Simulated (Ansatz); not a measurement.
# Rb: the cost of one run

Computed with Ansatz 0.2.0 (DFT PBE, scalar-relativistic, plane waves, PAW, unless a step's input says otherwise).

**1. The starting structure**

Symmetry: Cmcm, No. 63, orthorhombic system. Conventional cell: a = 5.076 Å, b = 8.889 Å, c = 8.448 Å, α = 90.00°, β = 90.00°, γ = 90.00°.

As a file:

```
CELL_PARAMETERS angstrom
2.53818 -4.44472 0.00000
2.53818 4.44472 0.00000
0.00000 0.00000 8.44800
ATOMIC_POSITIONS crystal
Rb 0.83971 0.16029 0.75000
Rb 0.16029 0.83971 0.25000
```

The structure comes from the Materials Project (structure only).

**2. A change within the space group**

The change: strain xx, yy, zz, yz, xz, xy = +6.0, -3.5, +5.0, +0.0, +0.0, +0.0 %; atoms moved by 0.25 Å root mean square, at most 0.25 Å.

Input file input.yaml:

```yaml
crystal:
  lattice:
    - [2.6907714168, -4.2884426607, 0.0]
    - [2.6907714168, 4.2884426607, 0.0]
    - [0.0, 0.0, 8.8666858188]
  atoms:
    - { symbol: Rb, position: [0.8115879972, 0.1884120028, 0.75] }
    - { symbol: Rb, position: [0.1884120028, 0.8115879972, 0.25] }
basis:
  ecutwfc: 420
kpoints:
  mp_grid: { grid: [10, 10, 6] }
hamiltonian:
  xc: pbe
scf:
  occupations: { method: gaussian, width: 0.1 }
output:
  forces: true
  stress: true
  eigenvalues: true
```

What time and memory should one allow on 1 thread of an x86-64 CPU, shared host?

About 16 s, with a peak of 0.61 GiB.
